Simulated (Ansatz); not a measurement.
## The polar optical mode of ZnSe at 6 GPa, worked through

Method: DFT PBE, scalar-relativistic, plane waves, PAW (Ansatz). Plane waves to 420 eV; Γ-centred k mesh 8×8×8; fixed occupations. No spin polarisation. Phonons by linear response, acoustic sum rule imposed.

The cell, relaxed at 6 GPa:
```
CELL_PARAMETERS angstrom
0.00000 2.78465 2.78465
2.78465 0.00000 2.78465
2.78465 2.78465 0.00000
ATOMIC_POSITIONS crystal
Zn 0.00000 0.00000 0.00000
Se 0.75000 0.75000 0.75000
```

 The run warned that the force constants aren't converged on this k mesh, so the frequencies and all that is formed from them are rough.

Linear response gives ν_TO = 225.4 cm⁻¹, Born charges ±1.971 e (positive on Zn) and ε∞ = 7.146. The primitive cell holds 43.186 Å³, and the masses are 65.380 and 78.971 amu.

Task: Find ν_LO and the static dielectric constant.

Result: The long-wave field adds a restoring force: ω_LO² − ω_TO² = Z*²e²/(ε_vac ε∞ μV). In these units ν_LO² − ν_TO² = 4.92064×10⁷ Z*²/(μ V ε∞) cm⁻², with μ = m₁m₂/(m₁ + m₂) = 35.768 amu: 17315 cm⁻². So ν_LO = √(225.4² + 17315) = 261.0 cm⁻¹, and the run gives 261.0. Lyddane–Sachs–Teller then gives ε0 = ε∞ (ν_LO/ν_TO)² = 9.58, against 9.58 in the run (it forms both from the same three quantities, so the match checks the arithmetic only). Between ν_TO and ν_LO the dielectric function is negative and an undamped crystal reflects fully: a reststrahlen band from 38.3 to 44.4 μm.

Task: What do the Clausius–Mossotti polarisability and the Szigeti charge come to?

Result: With the Lorentz local field, α = (3V/4π)(ε∞ − 1)/(ε∞ + 2) = 6.93 Å³ for the pair, and e_S = 3Z*/(ε∞ + 2) = 0.65 e. The Born charge includes the electrons' response to the dipole's own local field, and e_S takes that enhancement out. The Lorentz field assumes point-like polarisable ions, a poor picture once ε∞ is this large, since the electron clouds then overlap or are shared, so both numbers are formal here.

Task: How strongly does a slow electron couple to the LO mode?

Result: For one isotropic parabolic band, Fröhlich's constant is α_F = (1/ε∞ − 1/ε0) √(m* Ry/ħω_LO), with Ry = 13.606 eV, ħω_LO = 32.4 meV and m* in free-electron masses: α_F = 0.0356 × 20.51 × √m* = 0.73 √m*. The band mass isn't part of this run; for m* = 0.1, 0.3 and 1 it gives 0.23, 0.40, 0.73. In weak coupling the polaron lies α_F ħω_LO below the band edge (13 meV at m* = 0.3) with a mass m*(1 + α_F/6); past α_F of about 5 or 6 that expansion fails. A semilocal functional's ε∞ tends to be too large, which taken alone lowers α_F.

Cost: 1 run of about 0.9 core-minutes, on Intel Xeon Platinum 8488C (Sapphire Rapids) (shared hosts).

The dielectric response of compressed ZnSe is mainly electronic, with the polar lattice mode adding a smaller part. The Born charge of 1.971 e lies close to the nominal ionic value, but this doesn't make the crystal a set of closed-shell ions. It is a dynamical charge: as the sublattices move, the polar covalent bonds between Zn and Se rehybridise and electrons flow along them, so it can be well above any static charge. The same polarisable bonds screen the long-range field, which limits both the LO–TO splitting and the Fröhlich coupling.

The difference of the squared frequencies follows from the Born charge, ε∞, cell volume and masses, so it doesn't inherit an error in the short-range force constants; the separate frequencies and ε0 do. For conduction electrons, whose band edge in ZnSe is s-like and light, the coupling is probably weak, favouring large polarons over self-trapping. With only one compressed volume, the calculation doesn't show how pressure shifts the balance between covalent and ionic response.
